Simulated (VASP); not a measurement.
# InP (F-43m) in VASP: settings compared

One crystal, InP, is run at these levels: PBEsol, LDA; tasks: single point.

All numbers are computed with VASP 6.6.1; they aren't measurements. Logs are shortened: lines on timing, memory, paths and dates and some standing lists are left out, and cuts for length are marked.

**What was measured.**

From a printed reference work, data compilation, for a bulk crystal of InP at 1.6 K: band gap 1.4236 eV (direct).

The runs below are set against these values where they give the same quantity.

### Step 1. Starting point

It takes space group F-43m (No. 216, cubic). The conventional cell has a = 5.861 Å, b = 5.861 Å, c = 5.861 Å, α = 90.00°, β = 90.00°, γ = 90.00°. In (site symmetry -43m) has 4 P at 2.54 Å as nearest neighbours. Around P (site symmetry -43m) lie 4 In at 2.54 Å.

### Step 2. Single point, PBEsol

Contents of INCAR:

```
SYSTEM = InP
  PREC = Accurate
  ENCUT = 520
  EDIFF = 1E-6
  ISMEAR = -1
  SIGMA = 0.02
  LREAL = .False.
  LASPH = .True.
  NELM = 100
  ALGO = Normal
  ISIF = 2
  LWAVE = .False.
  LCHARG = .False.
  GGA = PS
  NBANDS = 16
  KPAR = 4
```

Contents of KPOINTS:

```
regular mesh
0
Gamma
  7 7 7
  0 0 0
```

Contents of POSCAR:

```
InP
1.0
    0.0000000000      2.9305000000      2.9305000000
    2.9305000000      0.0000000000      2.9305000000
    2.9305000000      2.9305000000      0.0000000000
In P
1 1
Direct
    0.0000000000      0.0000000000      0.0000000000
    0.2500000000      0.2500000000      0.2500000000
```

Potentials or basis: VASP PAW PBE potentials, release 64 (In_d, P).

Run with:

```
$ cat potpaw_PBE.64/In_d/POTCAR potpaw_PBE.64/P/POTCAR > POTCAR
$ mpirun -np 4 vasp_std > vasp.out
```

OUTCAR:

```text
SYSTEM = InP
   PREC = Accurate
   ENCUT = 520
   EDIFF = 1E-6
   ISMEAR = -1
   LREAL = .False.
   LASPH = .True.
   NELM = 100
   ISIF = 2
   GGA = PS

 ion  position               nearest neighbor table
   1  0.000  0.000  0.000-   2 2.54   2 2.54   2 2.54   2 2.54
   2  0.250  0.250  0.250-   1 2.54   1 2.54   1 2.54   1 2.54

  LATTYP: Found a face centered cubic cell.
 ALAT       =     5.8610000000

  Lattice vectors:

 A1 = (   0.0000000000,   2.9305000000,   2.9305000000)
 A2 = (   2.9305000000,   0.0000000000,   2.9305000000)
 A3 = (   2.9305000000,   2.9305000000,   0.0000000000)

Analysis of symmetry for initial positions (statically):
=====================================================================
 Subroutine PRICEL returns:
 Original cell was already a primitive cell.

 Routine SETGRP: Setting up the symmetry group for a
 face centered cubic supercell.

 Subroutine GETGRP returns: Found 24 space group operations
 (whereof 24 operations were pure point group operations)
 out of a pool of 48 trial point group operations.

The static configuration has the point symmetry T_d .

Analysis of symmetry for dynamics (positions and initial velocities):
=====================================================================
 Subroutine PRICEL returns:
 Original cell was already a primitive cell.

 Routine SETGRP: Setting up the symmetry group for a
 face centered cubic supercell.

 Subroutine GETGRP returns: Found 24 space group operations
 (whereof 24 operations were pure point group operations)
 out of a pool of 48 trial point group operations.

The dynamic configuration has the point symmetry T_d .

 Subroutine INISYM returns: Found 24 space group operations
 (whereof 24 operations are pure point group operations),
 and found     1 'primitive' translations

----------------------------------------------------------------------------------------

                                     Primitive cell

  volume of cell :      50.3333

  direct lattice vectors                    reciprocal lattice vectors
     0.000000000  2.930500000  2.930500000    -0.170619348  0.170619348  0.170619348
     2.930500000  0.000000000  2.930500000     0.170619348 -0.170619348  0.170619348
     2.930500000  2.930500000  0.000000000     0.170619348  0.170619348 -0.170619348

  length of vectors
     4.144352845  4.144352845  4.144352845     0.295521380  0.295521380  0.295521380

  position of ions in fractional coordinates (direct lattice)
     0.000000000  0.000000000  0.000000000
     0.250000000  0.250000000  0.250000000

  ion indices of the primitive-cell ions
   primitive index   ion index
                 1           1
                 2           2

----------------------------------------------------------------------------------------

 KPOINTS: regular mesh

Automatic generation of k-mesh.
 Grid dimensions read from file:
 generate k-points for:    7    7    7

 Generating k-lattice:

  Cartesian coordinates                     Fractional coordinates (reciprocal lattice)
    -0.024374193  0.024374193  0.024374193     0.142857143  0.000000000  0.000000000
     0.024374193 -0.024374193  0.024374193     0.000000000  0.142857143  0.000000000
     0.024374193  0.024374193 -0.024374193     0.000000000  0.000000000  0.142857143

  Length of vectors
     0.042217340  0.042217340  0.042217340

  Shift w.r.t. Gamma in fractional coordinates (k-lattice)
     0.000000000  0.000000000  0.000000000

 Subroutine IBZKPT returns following result:
 ===========================================

 Found     20 irreducible k-points:

 Following reciprocal coordinates:
            Coordinates               Weight
  0.000000  0.000000  0.000000      1.000000
  0.142857  0.000000  0.000000      8.000000
  0.285714  0.000000  0.000000      8.000000
  0.428571  0.000000  0.000000      8.000000
  0.142857  0.142857  0.000000      6.000000
  0.285714  0.142857  0.000000     24.000000
[... 12 lines left out ...]
 -0.428571  0.428571  0.142857     24.000000
 -0.285714  0.428571  0.142857     24.000000
   k-points           NKPTS =     20   k-points in BZ     NKDIM =     20   number of bands    NBANDS=     16
   number of dos      NEDOS =    301   number of ions     NIONS =      2
   total plane-waves  NPLWV =  32768
   dimension x,y,z NGX =    32 NGY =   32 NGZ =   32
   dimension x,y,z NGXF=    64 NGYF=   64 NGZF=   64
   ions per type =               1   1
   NGX,Y,Z   is equivalent  to a cutoff of  12.84, 12.84, 12.84 a.u.
   NGXF,Y,Z  is equivalent  to a cutoff of  25.67, 25.67, 25.67 a.u.
 SYSTEM =  InP
   PREC   = accura    normal or accurate (medium, high low for compatibility)
   ISTART =      0    job   : 0-new  1-cont  2-samecut
   ICHARG =      2    charge: 1-file 2-atom 10-const
   ISPIN  =      1    spin polarized calculation?
   LNONCOLLINEAR =      F non collinear calculations
   LSORBIT =      F    spin-orbit coupling
   LASPH  =      T    aspherical Exc in radial PAW
   ENCUT  =  520.0 eV  38.22 Ry    6.18 a.u.   7.71  7.71  7.71*2*pi/ulx,y,z
   NELM   =    100;   NELMIN=  2; NELMDL= -5     # of ELM steps
   EDIFF  = 0.1E-05   stopping-criterion for ELM
   LREAL  =      F    real-space projection
   EDIFFG = 0.1E-04   stopping-criterion for IOM
   NSW    =      0    number of steps for IOM
   IBRION =     -1    ionic relax: 0-MD 1-quasi-New 2-CG
   NFREE  =      0    steps in history (QN), initial steepest desc. (CG)
   ISIF   =      2    stress and relaxation
   ISYM   =      2    0-nonsym 1-usesym 2-fastsym
   POTIM  = 0.5000    time-step for ionic-motion
   TEBEG  =    0.0;   TEEND  =   0.0 temperature during run
   PSTRESS=    0.0 pullay stress
   NELECT =      18.0000    total number of electrons
   NUPDOWN=      -1.0000    fix difference up-down
   EMIN   =  10.00;   EMAX   =-10.00  energy-range for DOS
   EFERMI =   0.00;   METHOD = LEGACY
   ISMEAR =    -1;   SIGMA  =   0.02  broadening in eV -4-tet -1-fermi 0-gaus
   EFERMI_NEDOS =   21; number of points for ismear=-14 and -15
   IALGO  =     38    algorithm
   IMIX   =      4    mixing-type and parameters
     AMIX     =   0.40;   BMIX     =  1.00
     AMIX_MAG =   1.60;   BMIX_MAG =  1.00
  volume/ion in A,a.u.               =      25.17       169.83
  Fermi-wavevector in a.u.,A,eV,Ry     =   1.162021  2.195901 18.371846  1.350293
  Thomas-Fermi vector in A             =   2.298587
   LORBIT       =      0    0 simple, 1 ext, 2 COOP (PROOUT), +10 PAW based schemes
   GGA     = PS    functional components
   LHFCALC =     F    Hartree Fock is set to
   AEXX    =    0.0000 exact exchange contribution
   IVDW    =     0    specifies the selected vdW correction
   LEPSILON=     F    determine dielectric tensor
   LRPA    =     F    only Hartree local field effects (RPA)
 non-spin polarized calculation
  energy-cutoff  :      520.00
  volume of cell :       50.33
 maximum number of plane-waves:      1374
   NGX = 15   NGY = 15   NGZ = 15

 number of electron      18.0000005 magnetization

 Free energy of the ion-electron system (eV)
  ---------------------------------------------------
  ext. energy  EPLUGINS =         0.00000000
  ---------------------------------------------------
  free energy    TOTEN  =        -9.15063388 eV

  energy without entropy =       -9.15063388  energy(sigma->0) =       -9.15063388

 E-fermi :   5.4117     XC(G=0):  -9.4784

 val. band max:        5.0939651964   @ k =   0.0000   0.0000   0.0000
 cond. band min:       5.7078620922   @ k =   0.0000   0.0000   0.0000
 fundamental gap:      0.6138968958
 Fermi energy:         5.4116908323

 k-point     1 :       0.0000    0.0000    0.0000
  band No.  band energies     occupation
      1      -9.0583      2.00000
      2      -9.0583      2.00000
      3      -9.0583      2.00000
      4      -8.9037      2.00000
      5      -8.9037      2.00000
      6      -6.4545      2.00000
[... 8 lines left out ...]
     15      14.5229      0.00000
     16      14.5229      0.00000

 k-point     2 :       0.1429    0.0000    0.0000
  band No.  band energies     occupation
      1      -9.0832      2.00000
      2      -9.0486      2.00000
      3      -9.0486      2.00000
      4      -8.9036      2.00000
      5      -8.9036      2.00000
      6      -6.2202      2.00000
[... 8 lines left out ...]
     15      13.7512      0.00000
     16      14.3482      0.00000

 k-point     3 :       0.2857    0.0000    0.0000
  band No.  band energies     occupation
      1      -9.1354      2.00000
      2      -9.0303      2.00000
      3      -9.0303      2.00000
      4      -8.8995      2.00000
      5      -8.8995      2.00000
      6      -5.5827      2.00000
[... 8 lines left out ...]
     15      13.7733      0.00000
     16      13.8867      0.00000

 k-point     4 :       0.4286    0.0000    0.0000
  band No.  band energies     occupation
      1      -9.1745      2.00000
      2      -9.0199      2.00000
      3      -9.0199      2.00000
      4      -8.8916      2.00000
      5      -8.8916      2.00000
      6      -4.8472      2.00000
[... 8 lines left out ...]
     15      15.1733      0.00000
     16      15.1733      0.00000
[... 248 lines left out ...]
 k-point    18 :      -0.4286    0.2857    0.1429
  band No.  band energies     occupation
      1      -9.1952      2.00000
      2      -9.0067      2.00000
      3      -8.9834      2.00000
      4      -8.9159      2.00000
      5      -8.8892      2.00000
      6      -4.4202      2.00000
[... 8 lines left out ...]
     15      15.5598      0.00000
     16      16.7134      0.00000

 k-point    19 :      -0.4286    0.4286    0.1429
  band No.  band energies     occupation
      1      -9.2211      2.00000
      2      -8.9831      2.00000
      3      -8.9637      2.00000
      4      -8.9357      2.00000
      5      -8.8791      2.00000
      6      -4.1667      2.00000
[... 8 lines left out ...]
     15      16.3331      0.00000
     16      16.9468      0.00000

 k-point    20 :      -0.2857    0.4286    0.1429
  band No.  band energies     occupation
      1      -9.2108      2.00000
      2      -8.9971      2.00000
      3      -8.9645      2.00000
      4      -8.9245      2.00000
      5      -8.8885      2.00000
      6      -4.0324      2.00000
[... 8 lines left out ...]
     15      15.5971      0.00000
     16      17.5355      0.00000

------------------------ aborting loop because EDIFF is reached ----------------------------------------

  FORCE on cell =-STRESS in cart. coord.  units (eV):
  Direction    XX          YY          ZZ          XY          YZ          ZX
  --------------------------------------------------------------------------------------
  -------------------------------------------------------------------------------------
  Total        0.1813312      0.1813312      0.1813312     -0.0000000      0.0000000     -0.0000000
  in kB        5.7720230      5.7720230      5.7720230     -0.0000000      0.0000000     -0.0000000
  external PRESSURE =       5.7720230 kB  Pullay stress =       0.0000000 kB

 VOLUME and BASIS-vectors are now :
 -----------------------------------------------------------------------------
  energy-cutoff  :      520.00
  volume of cell :       50.33
      direct lattice vectors                 reciprocal lattice vectors
     0.000000000  2.930500000  2.930500000    -0.170619348  0.170619348  0.170619348
     2.930500000  0.000000000  2.930500000     0.170619348 -0.170619348  0.170619348
     2.930500000  2.930500000  0.000000000     0.170619348  0.170619348 -0.170619348

 POSITION                                       TOTAL-FORCE (eV/Angst)
 -----------------------------------------------------------------------------------
      0.00000      0.00000      0.00000         0.000000     -0.000000     -0.000000
      1.46525      1.46525      1.46525        -0.000000      0.000000      0.000000
 -----------------------------------------------------------------------------------
    total drift:                               -0.000000     -0.000000      0.000000

  FREE ENERGIE OF THE ION-ELECTRON SYSTEM (eV)
  ---------------------------------------------------
  free  energy   TOTEN  =        -9.1506338774 eV

  energy  without entropy=       -9.1506338760  energy(sigma->0) =       -9.15063388
```

It took 11 s on 4 MPI ranks of Intel Xeon Platinum 8375C at 2.90GHz (Ice Lake), shared host; peak memory 0.17 GiB.

What came out:

| Item | Value |
| --- | --- |
| Free energy | -9.1506 eV |
| Pressure | 0.6 GPa |
| Band gap on the k mesh | 0.61 eV, direct |

Caveat: the PAW data sets were made with another functional, which shifts forces and pressure a little; spin-orbit coupling is left out, which moves the levels of the heavy elements.

### Step 3. Single point, LDA

INCAR, as its differences from that of step 2:

```diff
@@ -2,3 +2,3 @@
   PREC = Accurate
-  ENCUT = 520
+  ENCUT = 300
   EDIFF = 1E-6
@@ -13,3 +13,2 @@
   LCHARG = .False.
-  GGA = PS
   NBANDS = 16
```

Contents of KPOINTS:

```
regular mesh
0
Gamma
  4 4 4
  0 0 0
```

POSCAR is that of step 2.

Potentials or basis: VASP PAW LDA potentials, release 64 (In_d, P).

Run with:

```
$ cat potpaw_LDA.64/In_d/POTCAR potpaw_LDA.64/P/POTCAR > POTCAR
$ mpirun -np 4 vasp_std > vasp.out
```

Wall time 2.9 s (4 MPI ranks of Intel Xeon Platinum 8375C at 2.90GHz (Ice Lake), shared host); peak memory 0.11 GiB.

The run converged. Its results:

| Item | Value |
| --- | --- |
| Free energy | -9.5471 eV |
| Pressure | -1.3 GPa |
| Band gap on the k mesh | 0.49 eV, direct |

Levels at points of the mesh, in eV from the valence-band top:
```tsv
k point	band 5	band 6	band 7	band 8	band 9	band 10	band 11	band 12	band 13	band 14
(0.00, 0.00, 0.00)	-14.07	-11.56	0.00	0.00	0.00	0.49	3.93	3.93	3.93	8.24
(0.50, 0.00, 0.00)	-14.05	-9.79	-5.86	-1.00	-1.00	1.30	4.67	4.67	6.86	9.21
(0.50, 0.50, 0.00)	-14.03	-9.12	-5.89	-2.37	-2.37	1.56	2.10	8.98	9.41	9.41
```

Caveat: the k mesh is coarse (spacing up to 0.46 Å⁻¹), so the values aren't converged; the cutoff is under 1.25 times the usual one of these potentials, so pressure, stress and relaxed cells hold a basis-set (Pulay) error; spin-orbit coupling is left out, which moves the levels of the heavy elements.

### Step 4. Single point, LDA

INCAR, as its differences from that of step 3:

```diff
@@ -2,3 +2,3 @@
   PREC = Accurate
-  ENCUT = 300
+  ENCUT = 520
   EDIFF = 1E-6
```

Contents of KPOINTS:

```
regular mesh
0
Gamma
  7 7 7
  0 0 0
```

POSCAR is that of step 3.

Run with:

```
$ cat potpaw_LDA.64/In_d/POTCAR potpaw_LDA.64/P/POTCAR > POTCAR
$ mpirun -np 4 vasp_std > vasp.out
```

Wall time 9.8 s (4 MPI ranks of Intel Xeon Platinum 8375C at 2.90GHz (Ice Lake), shared host); peak memory 0.15 GiB.

Results (log left out):

```yaml
Free_energy: -9.6657 eV
Pressure: -1.2 GPa
Band_gap_on_the_k_mesh: 0.51 eV, direct
```

Levels at points of the mesh, in eV from the valence-band top:
```tsv
k point	band 5	band 6	band 7	band 8	band 9	band 10	band 11	band 12	band 13	band 14
(0.00, 0.00, 0.00)	-14.03	-11.55	0.00	0.00	0.00	0.51	3.96	3.96	3.96	8.28
```

Caveat: spin-orbit coupling is left out, which moves the levels of the heavy elements.

### Step 5. Summary

| level | potentials or basis | k mesh | cutoff (eV) | mesh quality | gap on the mesh (eV) | pressure (GPa) |
| --- | --- | --- | --- | --- | --- | --- |
| PBEsol | VASP PAW PBE potentials, release 64 (In_d, P) | 7 × 7 × 7 | 520 | not flagged | 0.61 | 0.6 |
| LDA | VASP PAW LDA potentials, release 64 (In_d, P) | 4 × 4 × 4 | 300 | coarse | 0.49 | -1.3 |
| LDA | VASP PAW LDA potentials, release 64 (In_d, P) | 7 × 7 × 7 | 520 | not flagged | 0.51 | -1.2 |

Alike in all rows: task single point; no spin polarisation; cell as given; smearing fermi-dirac 0.02 eV.

Caveats: some runs use coarse meshes; spin-orbit coupling is left out, which moves the levels of the heavy elements; the PAW data sets were made with another functional, which shifts forces and pressure a little (some runs); the cutoff is under 1.25 times the usual one of these potentials, so pressure, stress and relaxed cells hold a basis-set (Pulay) error (some runs).

Absolute energies hang on the potentials; compare differences alone.

### Step 6. Against experiment

Step 2. Against the measured gap of InP, 1.4236 eV (direct; 1.6 K; a printed reference work, data compilation), the calculated 0.61 eV is off by -0.81 eV. Spin-orbit coupling on In is left out. The value is that of PBEsol, without temperature or zero-point motion. Semilocal functionals fall short of measured gaps as a rule.

Step 4. Measured gap of InP: 1.4236 eV (direct; 1.6 K; a printed reference work, data compilation). This calculation gives 0.51 eV (-0.91 eV). Spin-orbit coupling on In is left out. The value is that of LDA, without temperature or zero-point motion. Semilocal functionals fall short of measured gaps as a rule.
